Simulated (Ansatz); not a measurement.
## 69Ga nuclear quadrupole resonance in GaP under strain

Cell: a COD entry, relaxed with PBE at fixed cell and then changed (z compressed by 2 %, ions relaxed).

```cif
data_structure
_symmetry_space_group_name_H-M 'P 1'
_symmetry_Int_Tables_number 1
_cell_length_a 3.8157
_cell_length_b 3.8157
_cell_length_c 3.8541
_cell_angle_alpha 59.667
_cell_angle_beta 59.667
_cell_angle_gamma 60.666
_cell_volume 39.67
loop_
_atom_site_label
_atom_site_type_symbol
_atom_site_fract_x
_atom_site_fract_y
_atom_site_fract_z
_atom_site_occupancy
Ga1 Ga 0.00000 0.00000 0.00000 1
P2 P 0.25000 0.25000 0.25000 1
```

Atoms are numbered from 1 in the order listed; like atoms form one site, named after its first atom.

All values are calculated (Ansatz; DFT, PBE, plane waves and PAW, scalar-relativistic, 420 eV cutoff, Γ-centred 14×14×14 k-points, Fermi–Dirac smearing 0.02 eV), not measured.

69Ga: I = 3/2, Q = 171.0 mb (year-2017 value). Static lattice, zero field.

Question: At which frequencies do the 69Ga NQR lines lie?

Answer: For I = 3/2 there is one line, ν = (|C_Q|/2)(1 + η²/3)^½.

```
site  atoms  V_zz (10²¹ V/m²)  C_Q (MHz)     η  line frequencies (MHz)
  Ga      1              0.41       1.70  0.00                   0.852
```

Question: And for ⁷¹Ga (I = 3/2, Q = 107.0 mb) on Ga?

Answer: C_Q scales with Q to 1.07 MHz, with lines at 0.533 MHz.

An axis of threefold or higher order runs through Ga, so V_zz lies along it and η is zero.
